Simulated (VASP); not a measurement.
Ti:

```
CELL_PARAMETERS angstrom
2.95000 0.00000 0.00000
-1.47500 2.55477 0.00000
0.00000 0.00000 4.68000
ATOMIC_POSITIONS crystal
Ti 0.66667 0.33333 0.75000
Ti 0.33333 0.66667 0.25000
```

| Item | Value |
| --- | --- |
| Program | VASP 6.6.1 |
| Task | relaxation of cell and atoms |
| Functional | SCAN |
| Dispersion | rVV10 |
| Potentials or basis | VASP PAW PBE potentials, release 54 (Ti) |
| Cutoff | 580 eV |
| k mesh | 10 × 10 × 6 |
| Occupations | methfessel-paxton, width 0.2 eV |
| Spin | no spin polarisation |

At the start: pressure -5.4 GPa; volume 17.64 Å³/atom.

Where does the relaxation end?

Over 8 steps the energy falls by 13.9 meV/atom and the volume is 16.84 Å³/atom (-4.5 %); space group P6_3/mmc (No. 194, to 0.05 Å).

Step by step:
| step | energy change (eV) | largest force (eV/Å) | pressure (GPa) | volume (Å³) |
| --- | --- | --- | --- | --- |
| 1 | 0.0000 | 0.0000 | -5.37 | 35.27 |
| 2 | -0.0045 | 0.0000 | 5.61 | 32.34 |
| 3 | -0.0275 | 0.0000 | -0.05 | 33.70 |
| 4 | -0.0275 | 0.0000 | 0.09 | 33.67 |
| 5 | -0.0277 | 0.0000 | 0.06 | 33.67 |
| 6 | -0.0277 | 0.0000 | 0.05 | 33.67 |
| 7 | -0.0277 | 0.0000 | 0.04 | 33.68 |
| 8 | -0.0277 | 0.0000 | 0.05 | 33.67 |

Final structure:
```
Ti
1.0
     2.91232    0.00000    0.00000
    -1.45616    2.52215    0.00000
     0.00000    0.00000    4.58456
Ti
2
Direct
  0.66667 0.33333 0.75000
  0.33333 0.66667 0.25000
```

Caveat: the PAW data sets were made with another functional, which shifts forces and pressure a little.
